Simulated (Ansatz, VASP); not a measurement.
## One calculation of ZnS (Wurtzite-2H), two programs

```
Zn S
1.0
     3.80543    0.00000    0.00000
    -1.90271    3.29560    0.00000
     0.00000    0.00000    6.24402
Zn S
2 2
Direct
  0.33333 0.66667 0.00534
  0.66667 0.33333 0.50534
  0.33333 0.66667 0.37966
  0.66667 0.33333 0.87966
```

Alike in both runs: task single point; functional PBEsol; k mesh 6 × 6 × 4; no spin polarisation.

```csv
,VASP,Ansatz
version,VASP 6.6.1,Ansatz 0.2.0
potentials or method,"VASP PAW PBE potentials, release 64 (Zn, S)","plane waves, PAW"
plane-wave cutoff (eV),520,420
occupations,"gaussian, width 0.01 eV",fixed
valence electrons in the cell,36,36
```

```tsv
	VASP	Ansatz	Ansatz less VASP
gap on the k mesh at the Fermi level (eV)	2.08	2.08	-0.005
pressure (GPa)	-1.4	-1.4	+0.01
```

Caveats: the PAW data sets were made with another functional, which shifts forces and pressure a little (VASP). PBEsol gaps usually lie below the measured ones, often by a third to a half.
